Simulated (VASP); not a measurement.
Crystal: Os.

```
Os
1.0
    -1.51829    1.51829    1.51829
     1.51829   -1.51829    1.51829
     1.51829    1.51829   -1.51829
Os
1
Cartesian
  0.0000 0.0000 0.0000
```

This isn't the form of Os at room conditions, which is hcp.

```yaml
Program: VASP 6.6.1
Task: relaxation of cell and atoms
Functional: PBEsol
Potentials_or_basis: VASP PAW PBE potentials, release 64 (Os)
Cutoff: 600 eV
k_mesh: 20 × 20 × 20
Occupations: gaussian, width 0.1 eV
Spin: no spin polarisation
```

At the start: pressure 11.3 GPa; volume 14.00 Å³/atom.

How do energy, volume and symmetry change on relaxing?

Over 4 steps the energy falls by 13.0 meV/atom and the volume is 14.38 Å³/atom (+2.7 %); space group Im-3m (No. 229, to 0.05 Å).

Step by step:
```tsv
step	energy change (eV)	largest force (eV/Å)	pressure (GPa)	volume (Å³)
1	0.0000	0.0000	11.26	14.00
2	0.1874	0.0000	-33.51	16.09
3	-0.0129	0.0000	-0.54	14.40
4	-0.0130	0.0000	-0.02	14.38
```

Final structure:
```
CELL_PARAMETERS angstrom
-1.53192 1.53192 1.53192
1.53192 -1.53192 1.53192
1.53192 1.53192 -1.53192
ATOMIC_POSITIONS crystal
Os 0.00000 0.00000 0.00000
```

Caveat: the PAW data sets were made with another functional, which shifts forces and pressure a little.
